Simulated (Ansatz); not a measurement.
A plane-wave DFT run in Ansatz 0.2.0 (scalar-relativistic PAW potentials unless the input names others): input and command.

```yaml
crystal:
  lattice:
    - [0.0, 2.9887688397, 2.9887688397]
    - [2.9887688397, 0.0, 2.9887688397]
    - [2.9887688397, 2.9887688397, 0.0]
  atoms:
    - { symbol: Sn, position: [0.0, 0.0, 0.0], spin: 0.2 }
    - { symbol: Se, position: [0.4623590829, 0.4623590829, 0.5376409171], spin: 0.2 }
basis:
  ecutwfc: 420
kpoints:
  mp_grid: { grid: [10, 10, 10] }
hamiltonian:
  xc: pbe
  dispersion: d3bj
scf:
  occupations: { method: gaussian, width: 0.05 }
output:
  forces: true
  eigenvalues: true
  stress: true
magnetization:
  spin_polarized: true
```

```bash
ansatz run input.yaml --threads 2 --pin off --max-ram 5120MiB --backend cpu --events-out ev --progress --plain --runs-dir out
```

Abridged log:
```
Basis set: ecut = 420 eV, 1037 PW (Γ), exchange–correlation on 60×60×60 points (8 copies of the dense FFT grid, shifted against one another)
Bands: 20, of which v1, the nominal top of the filled ones, is band 15 counted from 1 (14 counted from 0)
Symmetry: 8 space group operations
k-points: 102 of 1000 (time reversal used)
SCF iter   1: F=—  HF=-11495.004562 eV  |F-HF|=—  |Δ(HF+E_count)|=         —  Δρ=1.86e-2 (↑1.86e-2 ↓1.68e-2) dr2=6.28e-1  dr2_m=8.36e-2  M=0.000 μB ∫|m|=0.011 μB  β_m=0.30  ethr=2.09e-3  ⟨swp⟩=1.0  Hψ=25733  notcnv=0
SCF iter   2: F=—  HF=-11494.848258 eV  |F-HF|=—  |Δ(HF+E_count)|=   1.56e-1  Δρ=1.11e-2 (↑1.11e-2 ↓9.88e-3) dr2=7.00e-2  dr2_m=4.12e-2  M=0.000 μB ∫|m|=0.008 μB  β_m=0.30  ethr=2.09e-3  ⟨swp⟩=2.2  Hψ=5575  notcnv=0
SCF iter   3: F=—  HF=-11494.844625 eV  |F-HF|=—  |Δ(HF+E_count)|=   3.63e-3  Δρ=7.27e-3 (↑7.27e-3 ↓6.82e-3) dr2=1.28e-2  dr2_m=2.03e-2  M=0.000 μB ∫|m|=0.006 μB  β_m=0.30  ethr=2.33e-4  ⟨swp⟩=2.0  Hψ=6528  notcnv=0  defer=204
SCF iter   4: F=—  HF=-11494.848651 eV  |F-HF|=—  |Δ(HF+E_count)|=   4.03e-3  Δρ=4.55e-3 (↑4.54e-3 ↓4.55e-3) dr2=2.63e-4  dr2_m=9.99e-3  M=0.000 μB ∫|m|=0.005 μB  β_m=0.30  ethr=4.27e-5  ⟨swp⟩=2.6  Hψ=7723  notcnv=0  defer=204
SCF iter   5: F=—  HF=-11494.849350 eV  |F-HF|=—  |Δ(HF+E_count)|=   6.99e-4  Δρ=3.19e-3 (↑3.17e-3 ↓3.19e-3) dr2=4.96e-5  dr2_m=4.92e-3  M=0.000 μB ∫|m|=0.003 μB  β_m=0.30  ethr=8.76e-7  ⟨swp⟩=2.1  Hψ=6804  notcnv=0  defer=204
SCF iter   6: F=—  HF=-11494.849709 eV  |F-HF|=—  |Δ(HF+E_count)|=   3.59e-4  Δρ=2.23e-3 (↑2.22e-3 ↓2.23e-3) dr2=2.89e-6  dr2_m=2.42e-3  M=0.000 μB ∫|m|=0.003 μB  β_m=0.30  ethr=1.65e-7  ⟨swp⟩=2.0  Hψ=6936  notcnv=0  defer=204
Mixer restart at iter 6: flushing history
spin-set hold released at iteration 6 (site moments contracting): the magnetisation degrees of freedom join the quasi-Newton model from the next iteration; the mixer history was flushed
SCF iter   7: F=—  HF=-11494.849895 eV  |F-HF|=—  |Δ(HF+E_count)|=   1.86e-4  Δρ=1.57e-3 (↑1.56e-3 ↓1.57e-3) dr2=1.32e-6  dr2_m=1.19e-3  M=0.000 μB ∫|m|=0.002 μB  β_m=0.65  ethr=9.62e-9  ⟨swp⟩=2.0  Hψ=5931  notcnv=0  defer=204
SCF iter   8: F=—  HF=-11494.850078 eV  |F-HF|=—  |Δ(HF+E_count)|=   1.84e-4  Δρ=2.08e-5 (↑2.08e-5 ↓1.23e-5) dr2=2.13e-7  dr2_m=1.10e-7  M=0.000 μB ∫|m|=0.000 μB  β_m=0.68  ethr=4.40e-9  ⟨swp⟩=2.0  Hψ=6938  notcnv=0  defer=204
SCF iter   9: F=—  HF=-11494.850078 eV  |F-HF|=—  |Δ(HF+E_count)|=   5.71e-8  Δρ=1.14e-5 (↑5.11e-6 ↓1.14e-5) dr2=1.27e-7  dr2_m=2.40e-8  M=0.000 μB ∫|m|=0.000 μB  β_m=0.65  ethr=3.33e-10  ⟨swp⟩=9.3  Hψ=20828  notcnv=0
SCF iter  10: F=—  HF=-11494.850078 eV  |F-HF|=—  |Δ(HF+E_count)|=   1.60e-8  Δρ=6.44e-6 (↑6.44e-6 ↓2.78e-6) dr2=2.10e-8  dr2_m=9.40e-9  M=0.000 μB ∫|m|=0.000 μB  β_m=0.68  ethr=3.33e-10  ⟨swp⟩=5.3  Hψ=16222  notcnv=0
SCF iter  11: F=—  HF=-11494.850078 eV  |F-HF|=—  |Δ(HF+E_count)|=   8.18e-9  Δρ=2.62e-6 (↑2.62e-6 ↓2.25e-6) dr2=4.76e-9  dr2_m=2.16e-9  M=0.000 μB ∫|m|=0.000 μB  β_m=0.60  ethr=7.01e-11  ⟨swp⟩=3.9  Hψ=11373  notcnv=0
SCF iter  12: F=—  HF=-11494.850078 eV  |F-HF|=—  |Δ(HF+E_count)|=   1.27e-9  Δρ=9.16e-7 (↑9.16e-7 ↓7.58e-7) dr2=1.05e-10  dr2_m=3.28e-10  M=0.000 μB ∫|m|=0.000 μB  β_m=0.76  ethr=1.59e-11  ⟨swp⟩=3.3  Hψ=10779  notcnv=0
SCF iter  13: F=-11494.850078 eV  HF=-11494.850078 eV  |F-HF|=7.28e-12  |Δ(HF+E_count)|=  6.53e-10  Δρ=1.88e-7 (↑1.88e-7 ↓1.77e-7) dr2=2.66e-11  dr2_m=1.25e-11  M=0.000 μB ∫|m|=0.000 μB  ethr=1.00e-12  ⟨swp⟩=2.9  Hψ=8663  notcnv=0
SCF 1 converged in 13 iterations: F = -11494.850078 eV  dr2 = 2.66e-11
WARN: the starting moments were not kept: the SCF closed with an absolute magnetisation of 5.6e-6 μB, where they sum to 0.4 μB in size (2 sites). That is at most 0.1 of that sum. Measured as dr2_m measures the in/out step, that magnetisation stands 2.9e-12 eV from none, at or under the dr2_threshold of 1.0e-7 eV: it is no larger than a step whose dr2_m would equal this threshold. The system may hold no moment; this SCF shows only that its start led to no more than that. To try another start: raise the starting moments (crystal.atoms[].spin, magnetization.per_species, magnetization.initial_magn ...
SCF converged after 13 iterations
Magnetization: 0.0000 μB (15.0000 up, 15.0000 down)
Absolute magnetization: 0.0000 μB (∫|ρ↑−ρ↓|, with the PAW one-centre terms)
Spin contamination: 0.0000 ħ² per cell (⟨S²⟩ above its minimum at these occupations)
Per-site moments (μB) at R_I (Å): [(-5.52588314e-7, 1.14005464), (2.36186355e-6, 1.14005464)]
Free energy (F): -11494.850078 eV
Harris-Foulkes:  -11494.850078 eV  (|F-HF|=7.28e-12)
Internal energy: -11494.850078 eV  (E = F + TS)
E sigma→0 (E₀):  -11494.850078 eV
Fermi energy:    9.653644 eV
  E_disp       = -0.722596  (pairwise vdW)
--- Forces (eV/Å), atoms counted from 1 ---
  atom   1  Sn     0.00000000     0.00000000    -0.23055383
  atom   2  Se     0.00000000     0.00000000     0.23055921
--- Stress (GPa, compression-positive) ---
        0.227011       0.000000       0.000000
        0.000000       0.227011       0.000000
        0.000000       0.000000       1.969532
  P = ⅓ Tr σ = 0.8079 GPa (8.079 kbar)
```

Apart from outputs and empty bands, the input differs from a reference run on usual settings in magnetization: not typed → {"spin_polarized": true} (small starting moments). The reference, at the same geometry (not necessarily relaxed), gave pressure 0.81 GPa, largest force 0.231 eV/Å, gap on the mesh 0.58 eV. This run converged in 13 SCF iterations (reference: 6) with an energy at zero smearing within 0.01 meV/atom of the reference's, pressure 0.81 GPa, largest force 0.231 eV/Å, gap on the mesh 0.58 eV.

The run took 25 s on 2 threads of AMD EPYC (Zen 3) (shared host), peak memory 0.52 GiB.